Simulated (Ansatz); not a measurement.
## Varying the input for V

All trials start from this Ansatz input:

```yaml
crystal:
  lattice:
    - [-1.513, 1.513, 1.513]
    - [1.513, -1.513, 1.513]
    - [1.513, 1.513, -1.513]
  atoms:
    - { symbol: V, position: [0.0, 0.0, 0.0], spin: 2.0 }
basis:
  ecutwfc: 420
kpoints:
  mp_grid: { grid: [6, 6, 6] }
hamiltonian:
  xc: pbe
scf:
  occupations: { method: gaussian, width: 0.1 }
  lower_state_search: "off"
output:
  forces: true
  stress: true
  eigenvalues: true
  populations: true
magnetization:
  spin_polarized: true
```

Command:

```bash
ansatz run input.yaml --threads 1 --pin off --max-ram 1331MiB --backend cpu --events-out ev --progress --plain --runs-dir out
```

The run converges in 13 SCF iterations on 16 irreducible k-points: pressure -3.65 GPa, no gap, cell moment 0.62 μB.

These settings were drawn at random to show what each does; none of the numbers is a converged property of the crystal. Each trial's input is given as a difference from the reference's; energies are extrapolated to zero smearing where there is one, and pressure is positive in compression. Charged cells sit in a uniform background, and their pressures hang on that convention.

Trial 1:

```diff
 crystal:
   atoms:
-    - { symbol: V, position: [0.0, 0.0, 0.0], spin: 2.0 }
+    - { symbol: V, position: [0.0, 0.0, 0.0], spin: 0.51 }
 basis:
+  ecutrho_ratio: 2
 scf:
+  max_iter: 94
```

The run converges in 12 SCF iterations on 16 irreducible k-points: energy 0.08 meV per atom above the reference, pressure -3.72 GPa, no gap, cell moment 0.62 μB. It warns that the density cutoff lies under the recommended one.

Trial 2:

```diff
 crystal:
   atoms:
-    - { symbol: V, position: [0.0, 0.0, 0.0], spin: 2.0 }
+    - { symbol: V, position: [0.0, 0.0, 0.0], spin: 0.51 }
 basis:
+  precision: f64
 hamiltonian:
+  dispersion: d4
 scf:
-  occupations: { method: gaussian, width: 0.1 }
+  occupations: { method: fermi_dirac, width: "300 K" }
 output:
-  forces: true
+  forces: false
```

The run converges in 12 SCF iterations on 16 irreducible k-points: pressure -7.39 GPa, no gap, cell moment 0.63 μB.

Trial 3:

```diff
 crystal:
   atoms:
-    - { symbol: V, position: [0.0, 0.0, 0.0], spin: 2.0 }
+    - { symbol: V, position: [0.0, 0.0, 0.0], spin: 0.51 }
+total_charge: 2
 hamiltonian:
-  xc: pbe
+  xc: blyp
```

The run converges in 44 SCF iterations on 16 irreducible k-points: pressure 191 GPa (with the neutralising background of the charged cell), no gap, cell moment 0.19 μB.

Trial 4:

```diff
 crystal:
   atoms:
-    - { symbol: V, position: [0.0, 0.0, 0.0], spin: 2.0 }
+    - { symbol: V, position: [0.0, 0.0, 0.0], spin: 0.51 }
 kpoints:
-  mp_grid: { grid: [6, 6, 6] }
+  mp_grid: { kspacing: 1.1 }
 hamiltonian:
-  xc: pbe
+  xc: hse06
 scf:
+  mixing: { beta: 0.054, preconditioner: local_kerker }
+  initial_density: { chi_scale: 0, normalization: atom }
+  max_iter: 84
```

The run converges in 38 SCF iterations on 4 irreducible k-points: pressure -14.44 GPa, no gap, cell moment 0.48 μB. It warns that the count of filled bands differs between k-points; that the state wasn't tested for a lower one; that the threshold of exact exchange is loose for the stress; that the SCF threshold is loose for the stress.

Trial 5 (the one atom moved, which only shifts the crystal as a whole):

```diff
 crystal:
   atoms:
-    - { symbol: V, position: [0.0, 0.0, 0.0], spin: 2.0 }
+    - { symbol: V, position: [0.1652346332, 0.1652346332, 0.0] }
 kpoints:
-  mp_grid: { grid: [6, 6, 6] }
+  mp_grid: { kspacing: 0.7 }
 hamiltonian:
-  xc: pbe
+  xc: pbesol
 scf:
-  lower_state_search: "off"
 output:
-  populations: true
+  optics: { e_range: [0, 10], sigma: 0.2 }
-magnetization:
-  spin_polarized: true
```

The run converges in 7 SCF iterations on 10 irreducible k-points: pressure -9.82 GPa, no gap. It warns that optics were asked on partly filled bands.

Trial 6:

```diff
 crystal:
   atoms:
-    - { symbol: V, position: [0.0, 0.0, 0.0], spin: 2.0 }
+    - { symbol: V, position: [0.0, 0.0, 0.0], spin: 0.51 }
 basis:
+  ecutrho_ratio: 8
 kpoints:
-  mp_grid: { grid: [6, 6, 6] }
+  mp_grid: { kspacing: 1.2 }
 scf:
-  occupations: { method: gaussian, width: 0.1 }
+  occupations: { method: cold, width: 0.0078 }
+  max_iter: 80
+  convergence: { dr2_threshold: "1e-10 eV" }
 output:
+  optics: { e_range: [0, 10], sigma: 0.2 }
```

The run converges in 11 SCF iterations on 4 irreducible k-points: energy 158 meV per atom below the reference, pressure -6.22 GPa, no gap, cell moment 0.48 μB. It warns that optics were asked on partly filled bands; that the state wasn't tested for a lower one.